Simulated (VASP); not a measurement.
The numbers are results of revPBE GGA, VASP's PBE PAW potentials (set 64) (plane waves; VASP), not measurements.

Input for VASP

POSCAR:
```
CsBr
1
    4.5364005439     0.0000000000     0.0000000000
    0.0000000000     4.5364005439     0.0000000000
    0.0000000000     0.0000000000     4.5364005439
Cs Br
1 1
Direct
  0.0000000000   0.0000000000   0.0000000000
  0.5000000000   0.5000000000   0.5000000000
```

INCAR:
```
! general
SYSTEM   =  CsBr
PREC     =  Accurate
ENCUT    =  520   ! plane-wave cut-off (eV)
LREAL    =  .False.   ! projection in real space or not
LASPH    =  .True.   ! aspherical one-centre terms

! electronic loop
EDIFF    =  1E-7   ! SCF stop (eV)
NELM     =  100
ALGO     =  Normal   ! blocked Davidson
LMAXMIX  =  4   ! l cut-off of mixed one-centre charges

! smearing
ISMEAR   =  -5   ! tetrahedra, Bloechl

! functional
GGA      =  RE   ! revPBE

! ions
ISIF     =  2   ! forces and stress, cell fixed

! output
LWAVE    =  .False.
LCHARG   =  .True.
LORBIT   =  11   ! lm-projected
NEDOS    =  601
```

File KPOINTS:
```
K-points
0
G
 7 7 7
```

POTCAR, in this order: Cs_sv Br (PBE.64 set). Program: vasp_std.

Output

OSZICAR:
```
       N       E                     dE             d eps       ncg     rms          rms(c)
DAV:   1     0.986405663763E+02    0.98641E+02   -0.64068E+03   480   0.110E+03
DAV:   2     0.207555482600E+01   -0.96565E+02   -0.91146E+02   740   0.173E+02
DAV:   3    -0.587698032063E+01   -0.79525E+01   -0.79271E+01   580   0.594E+01
DAV:   4    -0.596867559251E+01   -0.91695E-01   -0.91663E-01   580   0.752E+00
DAV:   5    -0.596948114004E+01   -0.80555E-03   -0.80546E-03   596   0.704E-01    0.196E+00
DAV:   6    -0.569410565454E+01    0.27538E+00   -0.41390E-01   552   0.313E+00    0.124E+00
DAV:   7    -0.565375326287E+01    0.40352E-01   -0.23257E-01   580   0.245E+00    0.678E-01
DAV:   8    -0.566424461442E+01   -0.10491E-01   -0.23506E-02   536   0.114E+00    0.128E-01
DAV:   9    -0.566561608965E+01   -0.13715E-02   -0.42101E-03   576   0.417E-01    0.973E-02
DAV:  10    -0.566589258025E+01   -0.27649E-03   -0.43143E-04   536   0.188E-01    0.137E-02
DAV:  11    -0.566590558566E+01   -0.13005E-04   -0.57553E-05   604   0.470E-02    0.710E-03
DAV:  12    -0.566591027370E+01   -0.46880E-05   -0.21379E-05   572   0.344E-02    0.184E-03
DAV:  13    -0.566591031735E+01   -0.43656E-07   -0.34130E-07   620   0.484E-03
   1 F= -.56659103E+01 E0= -.56659103E+01  d E =0.000000E+00
```

**OUTCAR**
```
------------------------ aborting loop because EDIFF is reached ----------------------------------------
  FORCE on cell =-STRESS in cart. coord.  units (eV):
  Direction    XX          YY          ZZ          XY          YZ          ZX
  --------------------------------------------------------------------------------------
  Total        0.0157204      0.0157204      0.0157204      0.0000000      0.0000000     -0.0000000
  in kB        0.2697994      0.2697994      0.2697994      0.0000000      0.0000000     -0.0000000
  external PRESSURE =       0.2697994 kB  Pullay stress =       0.0000000 kB
  volume of cell :       93.35
      direct lattice vectors                 reciprocal lattice vectors
     4.536400544  0.000000000  0.000000000     0.220439088  0.000000000  0.000000000
     0.000000000  4.536400544  0.000000000     0.000000000  0.220439088  0.000000000
     0.000000000  0.000000000  4.536400544     0.000000000  0.000000000  0.220439088
 POSITION                                       TOTAL-FORCE (eV/Angst)
 -----------------------------------------------------------------------------------
      0.00000      0.00000      0.00000         0.000000      0.000000      0.000000
      2.26820      2.26820      2.26820         0.000000      0.000000      0.000000
 -----------------------------------------------------------------------------------
    total drift:                                0.000000      0.000000      0.000000
  FREE ENERGIE OF THE ION-ELECTRON SYSTEM (eV)
  ---------------------------------------------------
  free  energy   TOTEN  =        -5.6659103174 eV

  energy  without entropy=       -5.6659103174  energy(sigma->0) =       -5.66591032

 total charge

# of ion       s       p       d       tot
------------------------------------------
    1        1.834   4.730   0.019   6.583
    2        1.602   3.286   0.001   4.888
--------------------------------------------------
tot          3.436   8.016   0.019  11.471
```
(Selected blocks of OUTCAR.)

The compound is CsBr in the CsCl type structure. It was relaxed first, which changed the volume by +18 %.
